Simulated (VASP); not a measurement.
Input of a VASP 6.6.1 run:

INCAR

```
SYSTEM = PtS2
PREC = Accurate ; ENCUT = 520
EDIFF = 1E-6 ; ISMEAR = 0
SIGMA = 0.05 ; LREAL = .FALSE.
LASPH = .TRUE. ; NELM = 80
ALGO = Normal ; ISIF = 2
LWAVE = .FALSE. ; LCHARG = .FALSE.
LDIPOL = .TRUE. ; IDIPOL = 3
DIPOL = 0.5 0.5 0.256 ; GGA = PE
IVDW = 12 ; NBANDS = 18
```

Contents of KPOINTS:

```
regular mesh
0
G
  9 9 1
  0 0 0
```

The input POSCAR:

```
PtS2
1.0
    3.5414384854      0.0000000000      0.0000000000
   -1.7707192427      3.0669756943      0.0000000000
    0.0000000000      0.0000000000     22.4671585948
S Pt
2 1
Direct
    0.6666666667      0.3333333333      0.2002923503
    0.3333333333      0.6666666667      0.3108350025
    0.0000000000      0.0000000000      0.2555636764
```

Potentials or basis: VASP PAW PBE potentials, release 64 (S, Pt).

Command:

```console
$ cat potpaw_PBE.64/S/POTCAR potpaw_PBE.64/Pt/POTCAR > POTCAR
$ mpirun -np 1 vasp_std > vasp.out
```

(1) Predict the band gap on the k mesh.

(2) Predict the largest force.

(3) Estimate the dispersion energy per atom.

## Answers

(1) 1.84 eV, indirect (least direct gap 1.92 eV).

(2) 0.039 eV/Å.

(3) -0.276 eV.

Caveat: spin-orbit coupling is left out, which moves the levels of the heavy elements; the cell's inner coordinates are idealised or old, which leaves forces on the atoms.
